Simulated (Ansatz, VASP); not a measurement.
One calculation of BeTe, two programs

```xyz
2
Lattice="0.0000 2.6239 2.6239 2.6239 0.0000 2.6239 2.6239 2.6239 0.0000" Properties=species:S:1:pos:R:3 pbc="T T T"
Be    0.0000    0.0000    0.0000
Te    1.3120    1.3120    1.3120
```

Alike in both runs: task single point; functional PBEsol; k mesh 10 × 10 × 10; occupations gaussian, width 0.05 eV; no spin polarisation.

|  | VASP | Ansatz |
| --- | --- | --- |
| version | VASP 6.6.1 | Ansatz 0.2.0 |
| potentials or method | VASP PAW PBE potentials, release 64 (Be, Te) | scalar-relativistic, plane waves, PAW |
| plane-wave cutoff (eV) | 520 | 420 |
| valence electrons in the cell | 8 | 18 |

Ansatz gave:

```
gap on the k mesh at the Fermi level (eV) : 1.28
pressure (GPa)                            : 17.6
```

Problem. Which values does VASP return?

Solution. gap on the k mesh at the Fermi level (eV): 1.25; pressure (GPa): 18.1.

The functional is the same, so the differences come from potentials, cutoffs and numerics. The two sets of potentials don't hold the same shells in valence.

Caveats: so large a pressure means that the cell lies far from this level's equilibrium, or that cutoff or potentials fall short (VASP); the potentials were made for another functional, which shifts forces and pressure (VASP); spin-orbit coupling is left out, which moves the levels of the heavy elements. A k mesh can miss the band edges.
